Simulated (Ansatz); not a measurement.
**Pressure against volume: AgBr**

```cif
data_structure
_symmetry_space_group_name_H-M 'Fm-3m'
_symmetry_Int_Tables_number 225
_cell_length_a 5.7721
_cell_length_b 5.7721
_cell_length_c 5.7721
_cell_angle_alpha 90.000
_cell_angle_beta 90.000
_cell_angle_gamma 90.000
_cell_volume 192.31
loop_
_atom_site_label
_atom_site_type_symbol
_atom_site_symmetry_multiplicity
_atom_site_Wyckoff_symbol
_atom_site_fract_x
_atom_site_fract_y
_atom_site_fract_z
_atom_site_occupancy
Ag1 Ag 4 b 0.50000 0.00000 0.00000 1
Br1 Br 4 a 0.00000 0.00000 0.00000 1
```

The runs use the primitive cell with vectors (0.000, 2.886, 2.886), (2.886, 0.000, 2.886), (2.886, 2.886, 0.000) Å, to which the k mesh refers.

The cell is COD entry 9011682, as deposited and not checked against the literature; nothing was relaxed.

Levels of theory: DFT, PBEsol, all-electron LAPW, scalar-relativistic (Ansatz 0.2.0); DFT, PBEsol, PAW with Ansatz's default frozen-core files, scalar-relativistic (Ansatz 0.2.0).

For LAPW: a Γ-centred 7×7×7 k mesh, Fermi–Dirac smearing of 0.02 eV, basis error target 0.5 meV/atom, no spin polarisation. PAW takes a cutoff of 420 eV at this cell (files made with PBE, cores remade for this functional). The Ansatz runs share mesh, smearing and spin set-up. Plane-wave (PAW) pressures include the program's estimate of the Pulay term.

The cell above is scaled evenly, with fractional coordinates and shape held.

(1) Estimate the equilibrium volume and bulk modulus that LAPW (all electrons) gives for this fixed shape.

Answers

(1) V0 = 22.84 Å³/atom, B0 = 52 GPa, B0′ = 5.4, from a third-order Birch–Murnaghan fit to these pressures:
```
V/V(cell)  V (Å³/atom)  P, LAPW (GPa)  P, PAW (GPa)  gap on the k mesh, LAPW (eV)  free energy over the lowest listed, PAW (meV/atom)
   0.9400       22.596           0.58          0.58                          0.58                                                 0.0
   0.9600       23.077          -0.52         -0.53                          0.58                                                 0.0
   0.9800       23.558          -1.49         -1.49                          0.58                                                 3.1
   0.9900       23.798          -1.92         -1.93                          0.58                                                 5.6
   1.0000       24.039          -2.33         -2.33                          0.58                                                 8.8
   1.0100       24.279          -2.71         -2.71                          0.58                                                12.6
   1.0200       24.520          -3.06         -3.07                          0.58                                                17.0
   1.0400       25.000          -3.70         -3.71                          0.59                                                27.2
   1.0600       25.481          -4.26         -4.26                          0.60                                                39.1
```
